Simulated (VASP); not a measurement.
# VASP 6.6.1 run: CdTe

INCAR

```
LCHARG = .FALSE.
NELM = 120
IBRION = -1
ISMEAR = 1
GGA = PE
ISIF = 2
LREAL = .FALSE.
NSW = 0
EDIFF = 1E-7
LASPH = .TRUE.
ENCUT = 520
NBANDS = 10
PREC = Accurate
SIGMA = 0.01
LWAVE = .FALSE.
```

KPOINTS

```
KPOINTS created by Atomic Simulation Environment
0
Gamma
6 6 6
0 0 0
```

POSCAR

```
Cd Te
 1.0000000000000000
    -0.0000000000000000    3.2799551161722134    3.2799551161722134
     3.2799551161722134    0.0000000000000000    3.2799551161722134
     3.2799551161722134    3.2799551161722134    0.0000000000000000
 Cd  Te
   1   1
Cartesian
  0.0000000000000000  0.0000000000000000 -0.0000000000000000
  1.6399775580861065  1.6399775580861065  1.6399775580861065
```

The recommended PBE PAW datasets give the neutral cell 18 valence electrons.

Command

```
mpirun -np 1 vasp_std
```

**Question.** Predict the outcome of this run.

**Answer.** It converged. Results: gap between bands v and c on the k mesh 0.66 eV; least direct gap on the k mesh 0.66 eV; pressure 1.1 GPa. Band v is the last that the valence electrons fill when counted band by band, and c is the next.

OSZICAR

```
N       E                     dE             d eps       ncg     rms          rms(c)
DAV:   1     0.107338493807E+03    0.10734E+03   -0.85341E+03   320   0.155E+03
DAV:   2     0.299631938304E+00   -0.10704E+03   -0.10548E+03   358   0.337E+02
DAV:   3    -0.496192452550E+01   -0.52616E+01   -0.52538E+01   354   0.767E+01
DAV:   4    -0.503257635762E+01   -0.70652E-01   -0.70643E-01   434   0.750E+00
DAV:   5    -0.503332047610E+01   -0.74412E-03   -0.74396E-03   344   0.557E-01    0.520E+00
DAV:   6    -0.481363642463E+01    0.21968E+00   -0.61396E-01   352   0.114E+01    0.427E+00
DAV:   7    -0.479874414776E+01    0.14892E-01   -0.13947E-01   340   0.319E+00    0.173E+00
DAV:   8    -0.479939363610E+01   -0.64949E-03   -0.11018E-02   342   0.189E+00    0.481E-01
DAV:   9    -0.479971126744E+01   -0.31763E-03   -0.11642E-03   332   0.515E-01    0.101E-01
DAV:  10    -0.479977489671E+01   -0.63629E-04   -0.16845E-04   356   0.165E-01    0.476E-02
DAV:  11    -0.479981874199E+01   -0.43845E-04   -0.12090E-04   340   0.997E-02    0.368E-02
DAV:  12    -0.479981637782E+01    0.23642E-05   -0.80691E-06   350   0.350E-02    0.202E-02
DAV:  13    -0.479981625748E+01    0.12034E-06   -0.67280E-07   336   0.615E-03    0.142E-02
DAV:  14    -0.479981612534E+01    0.13214E-06   -0.21399E-06   344   0.162E-02    0.467E-03
DAV:  15    -0.479981609394E+01    0.31397E-07   -0.18336E-07   240   0.568E-03
   1 F= -.47998161E+01 E0= -.47998161E+01  d E =0.549002E-12
```

For comparison, a separate PBE run of the intended cell, on usual settings and not on those above, gives a gap of 0.66 eV on its mesh and a pressure of 1.1 GPa.
